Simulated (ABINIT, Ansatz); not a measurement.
# CdS (Greenockite): bands and cutoff in G0W0 with ABINIT, part 2 of 2

Aim: raise bands and screening cutoff together for CdS (Greenockite) and follow gap and time.

ABINIT 10.8.3; PBE and many-body steps on it, plane waves. Known limits of the many-body steps: not at the basis limit; no spin-orbit coupling; coarse k mesh.

So far. Step 3 (Screening, 3×3×2 mesh, 76 bands, screening to 76.2 eV): Local fields lower ε∞ by 5 %. On a Γ-centred mesh this coarse the value itself is usually too large, while a short band sum pulls it down. Step 4 (76 bands, 76.2 eV): The gap on the mesh goes from 1.18 eV to 2.06 eV, a correction of +0.88 eV.

The database entry behind the starting cell differs from later determinations by our own check (about 0.35 % long), so it need not match the best structure at ambient conditions.

### Step 6. 192 bands, 141.5 eV

This step: G0W0 on PBE, plane waves, norm-conserving pseudopotentials.

The input, run.abi:

```
acell 3*1.0 Angstrom
rprim 
  4.149999999997 0.000000000001 0.000000000000
  -2.074999999999 3.594005425702 0.000000000000
  0.000000000000 0.000000000000 6.737000000000
ntypat 2
znucl 48 16
natom 4
typat 1 1 2 2
xred 
  0.333333333333 0.666666666667 0.000000000000
  0.666666666667 0.333333333333 0.500000000000
  0.333333333333 0.666666666667 0.375000000000
  0.666666666667 0.333333333333 0.875000000000
pp_dirpath "pseudos"
pseudos "Cd.upf, S.upf"
ecut 47
ngkpt 3 3 2
nshiftk 1
shiftk 0 0 0
kptopt 1
chksymbreak 0
istwfk *1
occopt 1
irdwfk 1
optdriver 4
nband 192
gwcalctyp 0
ecutsigx 47
symsigma 1
nkptgw 1
kptgw 
  0.0000000000 0.0000000000 0.0000000000
bdgw 
  25 28
ecuteps 5.2
irdscr 1
ppmodel 1
indata_prefix "in"
outdata_prefix "out"
tmpdata_prefix "tmp"
```

Run with:

```bash
$ OMP_NUM_THREADS=1 mpirun -n 4 abinit run.abi > log
```

Numbers of over 12 decimals in the logs are rounded to 6 here.

The log of the run:

```text
.Version 10.8.3 of ABINIT. v10.8.2 released Aug 2026.

 Symmetries : space group P6_3 m c (#186); Bravais hP (primitive hexag.)
[... echo of the input left out ...]
== DATASET  1 ==================================================================
-   mpi_nproc: 4, omp_nthreads: 1 (-1 if OMP is not activated)

--- !DatasetInfo
iteration_state: {dtset: 1, }
dimensions: {natom: 4, nkpt: 6, mband: 192, nsppol: 1, nspinor: 1, nspden: 1, mpw: 10458, }
cutoff_energies: {ecut:  47.0, pawecutdg:  -1.0, }
electrons: {nelect:   5.20000000E+01, charge:   0.00000000E+00, occopt:   1.00000000E+00, tsmear:   1.00000000E-02, }

 SIGMA: Calculation of the GW corrections

 Based on a program developped by R.W. Godby, V. Olevano, G. Onida, and L. Reining.
 Incorporated in ABINIT by V. Olevano, G.-M. Rignanese, and M. Torrent.
.Using double precision arithmetic ; gwpc =  8

[... cell and pseudopotentials left out ...]
--------------------------------------------------------------------------------

 ==== K-mesh for the wavefunctions ====
 Number of points in the irreducible wedge :     6
[... list of points left out ...]
 Together with 12 symmetry operations and time-reversal symmetry
 yields    18 points in the full Brillouin Zone.

 ==== Q-mesh for screening function ====
 Number of points in the irreducible wedge :     6
[... list of points left out ...]
 Together with 12 symmetry operations and time-reversal symmetry
 yields    18 points in the full Brillouin Zone.

 vcoul_init : cutoff-mode = AUXILIARY_FUNCTION
 q-points for optical limit:   1
     1)      0.000010    0.000020    0.000030
 setmesh: FFT mesh size selected  =    45x   45x   80
          total number of points  =       162000

 Number of electrons calculated from density =   52.0000; Expected =   52.0000
[...]
number of k-points in IBZ                           6
 number of q-points in IBZ                           6
 number of symmetry operations                      12
 number of k-points in BZ                           18
 number of q-points in BZ                           18
 number of frequencies for dSigma/dE                 9
 frequency step for dSigma/dE [eV]                0.25
 number of omega for Sigma on real axis              0
 max omega for Sigma on real axis  [eV]           0.00
 zcut for avoiding poles [eV]                     0.10

 EPSILON^-1 parameters (SCR file):
 dimension of the eps^-1 matrix on file            379
 dimension of the eps^-1 matrix used               379
 number of plane-waves for wavefunctions         10383
 number of bands                                   192
 number of q-points in IBZ                           6
 number of frequencies                               2
 number of real frequencies                          1
 number of imag frequencies                          1

 matrix elements of self-energy operator (all in [eV])

 Perturbative Calculation

--- !SelfEnergy_ee
iteration_state: {dtset: 1, }
kpoint     : [   0.000,    0.000,    0.000, ]
spin       : 1
KS_gap     :    1.175
QP_gap     :    2.018
Delta_QP_KS:    0.843
data: !SigmaeeData |
     Band     E0 <VxcDFT>   SigX SigC(E0)      Z dSigC/dE  Sig(E)    E-E0       E
       25   4.259 -15.271 -18.229   2.263   0.779  -0.284 -15.812  -0.541   3.718
       26   4.259 -15.271 -18.229   2.263   0.779  -0.284 -15.812  -0.541   3.718
       27   5.434 -10.670  -6.577  -3.721   0.812  -0.231 -10.368   0.302   5.736
       28   7.023 -11.014  -6.546  -3.956   0.814  -0.229 -10.598   0.416   7.439

== END DATASET(S) ==============================================================
================================================================================

 -outvars: echo values of variables after computation  --------
           etotal      0.0000000000E+00
            nband         192
             nkpt           6
          spgroup         186
 [... the other variables as echoed above ...]

 Calculation completed.
```

Run time: 12 s. Hardware: 4 MPI ranks of Arm Neoverse V1, shared host; peak memory 1.3 GiB; 48 s of CPU time.

Numbers from this step:

| Property | Result |
| --- | --- |
| G0W0 gap on the points computed | 2.018 eV |
| starting gap on the mesh | 1.175 eV |
| k of the valence top | 0, 0, 0 |
| k of the conduction bottom | 0, 0, 0 |
| Z at the valence top | 0.779 |
| Z at the conduction bottom | 0.812 |
| least direct G0W0 gap on the computed points | 2.018 eV |

Against G0W0 in ABINIT (3×3×2 mesh, 76 bands, screening to 76.2 eV, Godby-Needs plasmon pole), the gap moves by −0.037 eV.

### Step 7. Screening, 3×3×2 mesh, 433 bands, screening to 217.7 eV

This step: RPA screening on PBE, plane waves, norm-conserving pseudopotentials.

run.abi: that of step 6 with these lines changed.

```diff
@@ -25,15 +25,8 @@
 irdwfk 1
-optdriver 4
-nband 192
-gwcalctyp 0
-ecutsigx 47
-symsigma 1
-nkptgw 1
-kptgw 
-  0.0000000000 0.0000000000 0.0000000000
-bdgw 
-  25 28
-ecuteps 5.2
-irdscr 1
-ppmodel 1
+optdriver 3
+nband 433
+ecuteps 8
+inclvkb 2
+awtr 1
+symchi 1
 indata_prefix "in"
```

The log of the run:

```text
.Version 10.8.3 of ABINIT. v10.8.2 released Aug 2026.

 Symmetries : space group P6_3 m c (#186); Bravais hP (primitive hexag.)
[... echo of the input left out ...]
== DATASET  1 ==================================================================
-   mpi_nproc: 4, omp_nthreads: 1 (-1 if OMP is not activated)

--- !DatasetInfo
iteration_state: {dtset: 1, }
dimensions: {natom: 4, nkpt: 6, mband: 433, nsppol: 1, nspinor: 1, nspden: 1, mpw: 10458, }
cutoff_energies: {ecut:  47.0, pawecutdg:  -1.0, }
[...]
--------------------------------------------------------------------------------
[... chi0 elements left out ...]
 For q-point:  0.000010 0.000020 0.000030
  dielectric constant =  13.9147
  dielectric constant without local fields =  14.7367

  Average fulfillment of the sum rule on Im[epsilon] for q-point    1 :     83.80  [%]
[... wings left out ...]
  q-point number  2        q = ( 0.333333, 0.000000, 0.000000) [r.l.u.]
--------------------------------------------------------------------------------
[... chi0 elements left out ...]
  Average fulfillment of the sum rule on Im[epsilon] for q-point    2 :     86.21  [%]

 [... 4 further q-points ...]
```

Run time: 6.6 min. Hardware: 4 MPI ranks; peak memory 3.5 GiB; 26 min of CPU time.

Numbers from this step:

* ε∞ with local fields, on this mesh, along the program's q direction: 13.91
* the same without local fields: 14.74
* plasma frequency: 26.71 eV
* plane waves in the screening matrix: 713

### Step 8. 433 bands, 217.7 eV

This step: G0W0 on PBE, plane waves, norm-conserving pseudopotentials.

run.abi: that of step 7 with these lines changed.

```diff
@@ -25,8 +25,15 @@
 irdwfk 1
-optdriver 3
+optdriver 4
 nband 433
+gwcalctyp 0
+ecutsigx 47
+symsigma 1
+nkptgw 1
+kptgw 
+  0.0000000000 0.0000000000 0.0000000000
+bdgw 
+  25 28
 ecuteps 8
-inclvkb 2
-awtr 1
-symchi 1
+irdscr 1
+ppmodel 1
 indata_prefix "in"
```

The log of the run:

```text
.Version 10.8.3 of ABINIT. v10.8.2 released Aug 2026.

 Symmetries : space group P6_3 m c (#186); Bravais hP (primitive hexag.)
[... echo of the input left out ...]
== DATASET  1 ==================================================================
-   mpi_nproc: 4, omp_nthreads: 1 (-1 if OMP is not activated)

--- !DatasetInfo
iteration_state: {dtset: 1, }
dimensions: {natom: 4, nkpt: 6, mband: 433, nsppol: 1, nspinor: 1, nspden: 1, mpw: 10458, }
cutoff_energies: {ecut:  47.0, pawecutdg:  -1.0, }
[...]
26   4.259 -15.271 -18.229   1.953   0.777  -0.288 -16.051  -0.780   3.479
       27   5.434 -10.670  -6.577  -3.936   0.811  -0.233 -10.543   0.127   5.561
       28   7.023 -11.014  -6.546  -4.184   0.812  -0.231 -10.784   0.230   7.253

== END DATASET(S) ==============================================================
================================================================================

 -outvars: echo values of variables after computation  --------
           etotal      0.0000000000E+00
            nband         433
             nkpt           6
          spgroup         186
 [... the other variables as echoed above ...]

 Calculation completed.
```

The job ended after 66 s (4 MPI ranks; peak memory 3.6 GiB).

This step gave:

* G0W0 gap on the points computed: 2.082 eV
* starting gap on the mesh: 1.175 eV
* k of the valence top: 0, 0, 0
* k of the conduction bottom: 0, 0, 0
* least direct G0W0 gap on the computed points: 2.082 eV

Against G0W0 in ABINIT (3×3×2 mesh, 192 bands, screening to 141.5 eV, Godby-Needs plasmon pole), the gap moves by +0.064 eV.

### Step 9. Side by side

Times are wall times on 4 MPI ranks of Arm Neoverse V1, shared host, good to a factor of about two. A run's time includes the screening step that it read.

| run | mesh | bands | screening cutoff (eV) | DFT gap (eV) | gap on the mesh (eV) | direct (eV) | ε∞ used | time |
| --- | --- | --- | --- | --- | --- | --- | --- | --- |
| 76 bands, 76.2 eV | 3×3×2 | 76 | 76.2 | 1.175 | 2.055 | 2.055 | 13.91 | 29 s |
| 192 bands, 141.5 eV | 3×3×2 | 192 | 141.5 | 1.175 | 2.018 | 2.018 | 13.92 | 1.8 min |
| 433 bands, 217.7 eV | 3×3×2 | 433 | 217.7 | 1.175 | 2.082 | 2.082 | 13.91 | 7.7 min |

### Step 10. Results

```
76 bands, 76.2 eV   : 2.055 eV
192 bands, 141.5 eV : 2.018 eV
433 bands, 217.7 eV : 2.082 eV
known limits        : not at the basis limit; no spin-orbit coupling; coarse k mesh
```

What this shows: From the first rung to the last the gap moves by +0.03 eV for 16 times the time. The gap turns back along the series, so no limit is drawn from it. In the G0W0 runs levels were corrected at 1 k point alone, so a gap called «on the mesh» is the least over those, and an edge elsewhere would be missed. The 3×3×2 mesh is coarse for this cell, which bears on the long-range parts of exchange and screening. The many-body steps are scalar-relativistic: spin-orbit coupling is not in them.

[Paths, hosts, dates, memory and timing lines, banners, echoed tables and standing remarks are left out of the program output.]

[Logs are printed without paths, hosts, clocks, repeated set-up lines and the standing remarks that a program may print on its own settings, such as how far it seeks lower states.]

[Runs of the session that timed out or met a known fault of the program may be left out.]

[Hosts, paths, dates, database ids (printed as entryN), source tags and the programs' standing remarks are cut or masked in the printed files.]

[G0W0 gaps are taken among the corrected bands and points alone; a level outside them can change the order at an edge.]

[Where Ansatz stands beside ABINIT at settings called matched, ABINIT's density can come from a denser mesh and the files from another edition; pairs whose starting gaps differed by over 0.03 eV were left out, so agreement reads better than it is.]
